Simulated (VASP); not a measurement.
# TePb (Fm-3m) in VASP: notebook

TePb is run at these levels: PBE+D3(BJ), BLYP, PBE-based screened hybrid; tasks: single point.

Everything below comes from runs of VASP 6.6.1. Logs are shortened: lines on timing, memory, paths and dates and some standing lists are left out, and cuts for length are marked.

**What was measured.**

A printed reference work, monograph reports, for a bulk crystal of TePb at 4.2 K: band gap 0.19 eV (direct).

The results are compared with them further down.

### Step 1. The cell of the first run

It takes space group Fm-3m (No. 225, cubic). The conventional cell has a = 6.505 Å, b = 6.505 Å, c = 6.505 Å, α = 90.00°, β = 90.00°, γ = 90.00°. Within 4.3 Å of Pb (site symmetry m-3m) lie 6 Te at 3.25 Å. Within 4.3 Å of Te (site symmetry m-3m) lie 6 Pb at 3.25 Å.

### Step 2. Single point, PBE+D3(BJ)

The input, INCAR:

```
  PREC = Accurate
  ENCUT = 520
  EDIFF = 1E-6
  ISMEAR = -1
  SIGMA = 0.05
  LREAL = F
  LASPH = T
  NELM = 100
  ALGO = Normal
  ISIF = 2
  LWAVE = F
  LCHARG = F
  GGA = PE
  IVDW = 12
  NBANDS = 17
```

The input, KPOINTS:

```
Automatic mesh
0
Gamma
  7 7 7
```

The input, POSCAR:

```
TePb
1.0
    0.0000000000      3.2523979746      3.2523979746
    3.2523979746      0.0000000000      3.2523979746
    3.2523979746      3.2523979746      0.0000000000
Pb Te
1 1
Direct
    0.0000000000      0.0000000000      0.0000000000
    0.5000000000      0.5000000000      0.5000000000
```

Potentials or basis: VASP PAW PBE potentials, release 64 (Pb_d, Te).

Launch:

```bash
$ cat potpaw_PBE.64/Pb_d/POTCAR potpaw_PBE.64/Te/POTCAR > POTCAR
$ mpirun -np 1 vasp_std > vasp.out
```

OUTCAR:

```text
PREC = Accurate
   ENCUT = 520
   EDIFF = 1E-6
   ISMEAR = -1
   LREAL = F
   LASPH = T
   NELM = 100
   ISIF = 2
   GGA = PE
   IVDW = 12
 IVDW          = 12

 ion  position               nearest neighbor table
   1  0.000  0.000  0.000-   2 3.25   2 3.25   2 3.25   2 3.25   2 3.25   2 3.25
   2  0.500  0.500  0.500-   1 3.25   1 3.25   1 3.25   1 3.25   1 3.25   1 3.25

  LATTYP: Found a face centered cubic cell.
 ALAT       =     6.5047959492

  Lattice vectors:

 A1 = (   0.0000000000,   3.2523979746,   3.2523979746)
 A2 = (   3.2523979746,   0.0000000000,   3.2523979746)
 A3 = (   3.2523979746,   3.2523979746,   0.0000000000)

Analysis of symmetry for initial positions (statically):
=====================================================================
 Subroutine PRICEL returns:
 Original cell was already a primitive cell.

 Routine SETGRP: Setting up the symmetry group for a
 face centered cubic supercell.

 Subroutine GETGRP returns: Found 48 space group operations
[... 9 lines left out ...]

 Routine SETGRP: Setting up the symmetry group for a
 face centered cubic supercell.

 Subroutine GETGRP returns: Found 48 space group operations
[... 11 lines left out ...]
                                     Primitive cell

  volume of cell :      68.8083

  direct lattice vectors                    reciprocal lattice vectors
     0.000000000  3.252397975  3.252397975    -0.153732724  0.153732724  0.153732724
     3.252397975  0.000000000  3.252397975     0.153732724 -0.153732724  0.153732724
     3.252397975  3.252397975  0.000000000     0.153732724  0.153732724 -0.153732724

  length of vectors
     4.599585326  4.599585326  4.599585326     0.266272889  0.266272889  0.266272889

  position of ions in fractional coordinates (direct lattice)
     0.000000000  0.000000000  0.000000000
     0.500000000  0.500000000  0.500000000

  ion indices of the primitive-cell ions
   primitive index   ion index
                 1           1
                 2           2

----------------------------------------------------------------------------------------

 KPOINTS: Automatic mesh

Automatic generation of k-mesh.
 Grid dimensions read from file:
 generate k-points for:    7    7    7

 Generating k-lattice:

  Cartesian coordinates                     Fractional coordinates (reciprocal lattice)
    -0.021961818  0.021961818  0.021961818     0.142857143  0.000000000  0.000000000
     0.021961818 -0.021961818  0.021961818     0.000000000  0.142857143  0.000000000
[... 49 lines left out ...]
   LSORBIT =      F    spin-orbit coupling
   LASPH  =      T    aspherical Exc in radial PAW
   ENCUT  =  520.0 eV  38.22 Ry    6.18 a.u.   8.55  8.55  8.55*2*pi/ulx,y,z
   NELM   =    100;   NELMIN=  2; NELMDL= -5     # of ELM steps
   EDIFF  = 0.1E-05   stopping-criterion for ELM
   LREAL  =      F    real-space projection
   EDIFFG = 0.1E-04   stopping-criterion for IOM
   NSW    =      0    number of steps for IOM
   IBRION =     -1    ionic relax: 0-MD 1-quasi-New 2-CG
   NFREE  =      0    steps in history (QN), initial steepest desc. (CG)
   ISIF   =      2    stress and relaxation
   ISYM   =      2    0-nonsym 1-usesym 2-fastsym
   POTIM  = 0.5000    time-step for ionic-motion
   TEBEG  =    0.0;   TEEND  =   0.0 temperature during run
   PSTRESS=    0.0 pullay stress
   NELECT =      20.0000    total number of electrons
   NUPDOWN=      -1.0000    fix difference up-down
   EMIN   =  10.00;   EMAX   =-10.00  energy-range for DOS
   EFERMI =   0.00;   METHOD = LEGACY
   ISMEAR =    -1;   SIGMA  =   0.05  broadening in eV -4-tet -1-fermi 0-gaus
   EFERMI_NEDOS =   21; number of points for ismear=-14 and -15
   IALGO  =     38    algorithm
   IMIX   =      4    mixing-type and parameters
     AMIX     =   0.40;   BMIX     =  1.00
     AMIX_MAG =   1.60;   BMIX_MAG =  1.00
  volume/ion in A,a.u.               =      34.40       232.17
  Fermi-wavevector in a.u.,A,eV,Ry     =   1.084437  2.049290 16.000512  1.176004
  Thomas-Fermi vector in A             =   2.220527
   LORBIT       =      0    0 simple, 1 ext, 2 COOP (PROOUT), +10 PAW based schemes
   GGA     = PE    functional components
   LHFCALC =     F    Hartree Fock is set to
   AEXX    =    0.0000 exact exchange contribution
   IVDW    =    12    specifies the selected vdW correction
   LEPSILON=     F    determine dielectric tensor
   LRPA    =     F    only Hartree local field effects (RPA)
 non-spin polarized calculation
  energy-cutoff  :      520.00
  volume of cell :       68.81
 maximum number of plane-waves:      1868
 NGX is ok and might be reduce to    36
   NGX = 17   NGY = 17   NGZ = 17

 number of electron      20.0000003 magnetization

 Free energy of the ion-electron system (eV)
  ---------------------------------------------------
  ext. energy  EPLUGINS =         0.00000000
  ---------------------------------------------------
  free energy    TOTEN  =        -7.51649667 eV

  energy without entropy =       -7.51649469  energy(sigma->0) =       -7.51649568

 E-fermi :   5.7966     XC(G=0):  -9.2118

 val. band max:        5.2684626965   @ k =   0.4286   0.0000   0.0000
 cond. band min:       6.3081543525   @ k =   0.4286   0.0000   0.0000
 fundamental gap:      1.0396916560
 Fermi energy:         5.7966402995

 k-point     1 :       0.0000    0.0000    0.0000
  band No.  band energies     occupation
      1     -11.3176      2.00000
      2     -11.3176      2.00000
      3     -11.3099      2.00000
      4     -11.3099      2.00000
      5     -11.3099      2.00000
      6      -6.4863      2.00000
[... 377 lines left out ...]
      4     -11.2992      2.00000
      5     -11.2874      2.00000
      6      -4.7579      2.00000
[... 9 lines left out ...]
     16      15.6721      0.00000
     17      16.0931      0.00000

------------------------ aborting loop because EDIFF is reached ----------------------------------------

 Edisp (eV)   -0.78837

 E8    (eV) :    -0.3820

  FORCE on cell =-STRESS in cart. coord.  units (eV):
  Direction    XX          YY          ZZ          XY          YZ          ZX
  --------------------------------------------------------------------------------------
  -------------------------------------------------------------------------------------
  Total      -0.31940    -0.31940    -0.31940     0.00000    -0.00000     0.00000
  in kB      -7.43716    -7.43716    -7.43716     0.00000    -0.00000     0.00000
  external pressure =       -7.44 kB  Pullay stress =        0.00 kB

 VOLUME and BASIS-vectors are now :
 -----------------------------------------------------------------------------
  energy-cutoff  :      520.00
  volume of cell :       68.81
      direct lattice vectors                 reciprocal lattice vectors
     0.000000000  3.252397975  3.252397975    -0.153732724  0.153732724  0.153732724
     3.252397975  0.000000000  3.252397975     0.153732724 -0.153732724  0.153732724
     3.252397975  3.252397975  0.000000000     0.153732724  0.153732724 -0.153732724

 POSITION                                       TOTAL-FORCE (eV/Angst)
 -----------------------------------------------------------------------------------
      0.00000      0.00000      0.00000         0.000000     -0.000000     -0.000000
      3.25240      3.25240      3.25240         0.000000      0.000000      0.000000
 -----------------------------------------------------------------------------------
    total drift:                               -0.000000      0.000000      0.000000

  FREE ENERGIE OF THE ION-ELECTRON SYSTEM (eV)
  ---------------------------------------------------
  free  energy   TOTEN  =        -8.3048637250 eV

  energy  without entropy=       -8.3048617413  energy(sigma->0) =       -8.30486273
```

OSZICAR:

```text
N       E                     dE             d eps       ncg     rms          rms(c)
DAV:   1     0.153639090254E+03    0.15364E+03   -0.91384E+03   680   0.112E+03
DAV:   2     0.310040841408E+01   -0.15054E+03   -0.14620E+03   699   0.297E+02
DAV:   3    -0.734637898946E+01   -0.10447E+02   -0.10384E+02   897   0.849E+01
DAV:   4    -0.763390425791E+01   -0.28753E+00   -0.28736E+00   854   0.159E+01
DAV:   5    -0.764582841678E+01   -0.11924E-01   -0.11924E-01   994   0.299E+00    0.318E+00
DAV:   6    -0.751782335598E+01    0.12801E+00   -0.28595E-01   996   0.363E+00    0.197E+00
DAV:   7    -0.751453622190E+01    0.32871E-02   -0.85639E-02   812   0.140E+00    0.905E-01
DAV:   8    -0.751659537816E+01   -0.20592E-02   -0.99201E-03   814   0.995E-01    0.148E-01
DAV:   9    -0.751646512534E+01    0.13025E-03   -0.15056E-03  1027   0.395E-01    0.666E-02
DAV:  10    -0.751649051063E+01   -0.25385E-04   -0.17782E-04   814   0.102E-01    0.212E-02
DAV:  11    -0.751649664459E+01   -0.61340E-05   -0.45881E-05   891   0.525E-02    0.176E-02
DAV:  12    -0.751649666884E+01   -0.24246E-07   -0.24950E-06   777   0.111E-02
   1 F= -.83048637E+01 E0= -.83048627E+01  d E =-.198360E-05
```

stdout:

```text
POSCAR found type information on POSCAR PbTe
 POSCAR found :  2 types and       2 ions
 scaLAPACK will be used
 LDA part: xc-table for (Slater+PW92), standard interpolation
 POSCAR, INCAR and KPOINTS ok, starting setup
 FFT: planning ... GRIDC
 FFT: planning ... GRID_SOFT
 FFT: planning ... GRID
 WAVECAR not read
 entering main loop
```

Run time: 34 s. Hardware: 1 thread of AMD EPYC 7R43 (Zen 3), shared host; peak memory 0.18 GiB.

What came out:

```
Free energy                : -8.3049 eV
Pressure                   : -0.7 GPa
Dispersion energy per atom : -0.394 eV
```

Levels at points of the mesh, in eV from the Fermi level:
```tsv
k point	band 6	band 7	band 8	band 9	band 10	band 11	band 12	band 13	band 14	band 15
(0.00, 0.00, 0.00)	-12.28	-6.07	-1.70	-1.70	-1.70	3.63	3.63	3.63	5.42	5.42
```

Caveat: this odd mesh misses L, where the gap lies, so gap, dielectric constants and Born charges aren't listed; spin-orbit coupling is left out, which moves the levels of the heavy elements.

### Step 3. Single point, BLYP

The input, INCAR:

```
  PREC = Accurate
  ENCUT = 520
  EDIFF = 1E-7
  ISMEAR = -1
  SIGMA = 0.05
  LREAL = F
  LASPH = T
  NELM = 80
  ALGO = Normal
  ISIF = 2
  LWAVE = F
  LCHARG = F
  GGA = B5
  ALDAX = 1.0
  AGGAX = 1.0
  AGGAC = 1.0
  ALDAC = 0.0
  NBANDS = 17
```

KPOINTS is that of step 2.

POSCAR is that of step 2.

Potentials or basis: VASP PAW PBE potentials, release 64 (Pb_d, Te).

Launch:

```bash
$ cat potpaw_PBE.64/Pb_d/POTCAR potpaw_PBE.64/Te/POTCAR > POTCAR
$ mpirun -np 1 vasp_std > vasp.out
```

Run time: 62 s. Hardware: 1 thread of AMD EPYC 7R43 (Zen 3), shared host; peak memory 0.17 GiB.

It converged, with:

| Item | Value |
| --- | --- |
| Free energy | -6.2941 eV |
| Pressure | 4.4 GPa |

Levels at points of the mesh, in eV from the Fermi level:
| k point | band 6 | band 7 | band 8 | band 9 | band 10 | band 11 | band 12 | band 13 | band 14 | band 15 |
| --- | --- | --- | --- | --- | --- | --- | --- | --- | --- | --- |
| (0.00, 0.00, 0.00) | -12.34 | -6.24 | -1.76 | -1.76 | -1.76 | 3.50 | 3.50 | 3.50 | 5.58 | 5.58 |

Caveat: this odd mesh misses L, where the gap lies, so gap, dielectric constants and Born charges aren't listed; the PAW data sets were made with another functional, which shifts forces and pressure a little; spin-orbit coupling is left out, which moves the levels of the heavy elements.

### Step 4. Single point, PBE+D3(BJ)

This run uses another cell than the first one, of 35.08 Å³/atom, 1.020 times its volume.

The input, INCAR:

```
PREC = Accurate
ENCUT = 520
EDIFF = 1E-6
ISMEAR = -1
SIGMA = 0.05
LREAL = False
LASPH = True
NELM = 60
ALGO = Normal
ISIF = 2
LWAVE = False
LCHARG = False
GGA = PE
IVDW = 12
NBANDS = 17
```

The input, KPOINTS:

```
regular mesh
0
Gamma
  7 7 7
```

The input, POSCAR:

```
TePb
1.0
    0.0000000000      3.2735180337      3.2735180337
    3.2735180337      0.0000000000      3.2735180337
    3.2735180337      3.2735180337      0.0000000000
Pb Te
1 1
Direct
    0.0000000000      0.0000000000      0.0000000000
    0.5000000000      0.5000000000      0.5000000000
```

Potentials or basis: VASP PAW PBE potentials, release 64 (Pb_d, Te).

Launch:

```bash
$ cat potpaw_PBE.64/Pb_d/POTCAR potpaw_PBE.64/Te/POTCAR > POTCAR
$ mpirun -np 1 vasp_std > vasp.out
```

OUTCAR:

```text
PREC = Accurate
   ENCUT = 520
   EDIFF = 1E-6
   ISMEAR = -1
   LREAL = False
   LASPH = True
   NELM = 60
   ISIF = 2
   GGA = PE
   IVDW = 12
 IVDW          = 12

 ion  position               nearest neighbor table
   1  0.000  0.000  0.000-   2 3.27   2 3.27   2 3.27   2 3.27   2 3.27   2 3.27
   2  0.500  0.500  0.500-   1 3.27   1 3.27   1 3.27   1 3.27   1 3.27   1 3.27

  LATTYP: Found a face centered cubic cell.
 ALAT       =     6.5470360674

  Lattice vectors:

 A1 = (   0.0000000000,   3.2735180337,   3.2735180337)
 A2 = (   3.2735180337,   0.0000000000,   3.2735180337)
 A3 = (   3.2735180337,   3.2735180337,   0.0000000000)

Analysis of symmetry for initial positions (statically):
=====================================================================
 Subroutine PRICEL returns:
 Original cell was already a primitive cell.

 Routine SETGRP: Setting up the symmetry group for a
 face centered cubic supercell.

 Subroutine GETGRP returns: Found 48 space group operations
[... 9 lines left out ...]

 Routine SETGRP: Setting up the symmetry group for a
 face centered cubic supercell.

 Subroutine GETGRP returns: Found 48 space group operations
[... 11 lines left out ...]
                                     Primitive cell

  volume of cell :      70.1575

  direct lattice vectors                    reciprocal lattice vectors
     0.000000000  3.273518034  3.273518034    -0.152740872  0.152740872  0.152740872
     3.273518034  0.000000000  3.273518034     0.152740872 -0.152740872  0.152740872
     3.273518034  3.273518034  0.000000000     0.152740872  0.152740872 -0.152740872

  length of vectors
     4.629453600  4.629453600  4.629453600     0.264554951  0.264554951  0.264554951

  position of ions in fractional coordinates (direct lattice)
     0.000000000  0.000000000  0.000000000
     0.500000000  0.500000000  0.500000000

  ion indices of the primitive-cell ions
   primitive index   ion index
                 1           1
                 2           2

[... 82 lines left out ...]
   EFERMI_NEDOS =   21; number of points for ismear=-14 and -15
   IALGO  =     38    algorithm
   IMIX   =      4    mixing-type and parameters
     AMIX     =   0.40;   BMIX     =  1.00
     AMIX_MAG =   1.60;   BMIX_MAG =  1.00
  volume/ion in A,a.u.               =      35.08       236.72
  Fermi-wavevector in a.u.,A,eV,Ry     =   1.077441  2.036068 15.794714  1.160879
  Thomas-Fermi vector in A             =   2.213353
   LORBIT       =      0    0 simple, 1 ext, 2 COOP (PROOUT), +10 PAW based schemes
   GGA     = PE    functional components
   LHFCALC =     F    Hartree Fock is set to
   AEXX    =    0.0000 exact exchange contribution
   IVDW    =    12    specifies the selected vdW correction
   LEPSILON=     F    determine dielectric tensor
   LRPA    =     F    only Hartree local field effects (RPA)
 non-spin polarized calculation
  energy-cutoff  :      520.00
  volume of cell :       70.16
 maximum number of plane-waves:      1917
   NGX = 17   NGY = 17   NGZ = 17

 number of electron      20.0000001 magnetization

 Free energy of the ion-electron system (eV)
  ---------------------------------------------------
  ext. energy  EPLUGINS =         0.00000000
  ---------------------------------------------------
  free energy    TOTEN  =        -7.52315739 eV

  energy without entropy =       -7.52315575  energy(sigma->0) =       -7.52315657

 E-fermi :   5.5712     XC(G=0):  -9.1251

 val. band max:        5.0277873036   @ k =   0.4286   0.0000   0.0000
 cond. band min:       6.0934074214   @ k =   0.4286   0.0000   0.0000
 fundamental gap:      1.0656201179
 Fermi energy:         5.5711590674

 k-point     1 :       0.0000    0.0000    0.0000
  band No.  band energies     occupation
      1     -11.5338      2.00000
      2     -11.5338      2.00000
      3     -11.5274      2.00000
      4     -11.5274      2.00000
      5     -11.5274      2.00000
      6      -6.5745      2.00000
[... 377 lines left out ...]
      4     -11.5175      2.00000
      5     -11.5066      2.00000
      6      -4.9173      2.00000
[... 9 lines left out ...]
     16      15.4219      0.00000
     17      15.7933      0.00000

------------------------ aborting loop because EDIFF is reached ----------------------------------------

 Edisp (eV)   -0.77302

 E8    (eV) :    -0.3745

  FORCE on cell =-STRESS in cart. coord.  units (eV):
  Direction    XX          YY          ZZ          XY          YZ          ZX
  --------------------------------------------------------------------------------------
  -------------------------------------------------------------------------------------
  Total      -0.61822    -0.61822    -0.61822     0.00000     0.00000     0.00000
  in kB     -14.11824   -14.11824   -14.11824     0.00000     0.00000     0.00000
  external pressure =      -14.12 kB  Pullay stress =        0.00 kB

 VOLUME and BASIS-vectors are now :
 -----------------------------------------------------------------------------
  energy-cutoff  :      520.00
  volume of cell :       70.16
      direct lattice vectors                 reciprocal lattice vectors
     0.000000000  3.273518034  3.273518034    -0.152740872  0.152740872  0.152740872
     3.273518034  0.000000000  3.273518034     0.152740872 -0.152740872  0.152740872
     3.273518034  3.273518034  0.000000000     0.152740872  0.152740872 -0.152740872

 POSITION                                       TOTAL-FORCE (eV/Angst)
 -----------------------------------------------------------------------------------
      0.00000      0.00000      0.00000        -0.000000      0.000000     -0.000000
      3.27352      3.27352      3.27352         0.000000     -0.000000      0.000000
 -----------------------------------------------------------------------------------
    total drift:                               -0.000000      0.000000      0.000000

  FREE ENERGIE OF THE ION-ELECTRON SYSTEM (eV)
  ---------------------------------------------------
  free  energy   TOTEN  =        -8.2961808191 eV

  energy  without entropy=       -8.2961791789  energy(sigma->0) =       -8.29618000
```

Wall time 31 s (1 thread of AMD EPYC 7R43 (Zen 3), shared host); peak memory 0.18 GiB.

What came out:

```yaml
Free_energy: -8.2962 eV
Pressure: -1.4 GPa
Dispersion_energy_per_atom: -0.387 eV
```

Caveat: this odd mesh misses L, where the gap lies, so gap, dielectric constants and Born charges aren't listed; spin-orbit coupling is left out, which moves the levels of the heavy elements.

### Step 5. Single point, BLYP

This run uses another cell than the first one, of 35.08 Å³/atom, 1.020 times its volume.

The input, INCAR:

```
SYSTEM = TePb
AGGAC = 1.0
AGGAX = 1.0
ALDAC = 0.0
ALDAX = 1.0
ALGO = Normal
EDIFF = 1E-6
ENCUT = 520
GGA = B5
ISIF = 2
ISMEAR = -1
LASPH = .True.
LCHARG = .True.
LELF = .True.
LREAL = .False.
LVHAR = .True.
LWAVE = .False.
NBANDS = 17
NELM = 100
PREC = Accurate
SIGMA = 0.05
```

The input, KPOINTS:

```
k-points
0
Gamma
  7 7 7
  0 0 0
```

POSCAR is that of step 4.

Launch:

```bash
$ cat potpaw_PBE.64/Pb_d/POTCAR potpaw_PBE.64/Te/POTCAR > POTCAR
$ mpirun -np 1 vasp_std > vasp.out
```

Wall time 49 s (1 thread of AMD EPYC 7R43 (Zen 3), shared host); peak memory 0.17 GiB.

It converged, with:

```yaml
Free_energy: -6.3276 eV
Pressure: 3.5 GPa
```

Levels at points of the mesh, in eV from the Fermi level:
```csv
k point,band 6,band 7,band 8,band 9,band 10,band 11,band 12,band 13,band 14,band 15
"(0.00, 0.00, 0.00)",-12.20,-6.30,-1.70,-1.70,-1.70,3.46,3.46,3.46,5.60,5.60
```

Caveat: this odd mesh misses L, where the gap lies, so gap, dielectric constants and Born charges aren't listed; the PAW data sets were made with another functional, which shifts forces and pressure a little; spin-orbit coupling is left out, which moves the levels of the heavy elements.

[end of part 1 of 2]
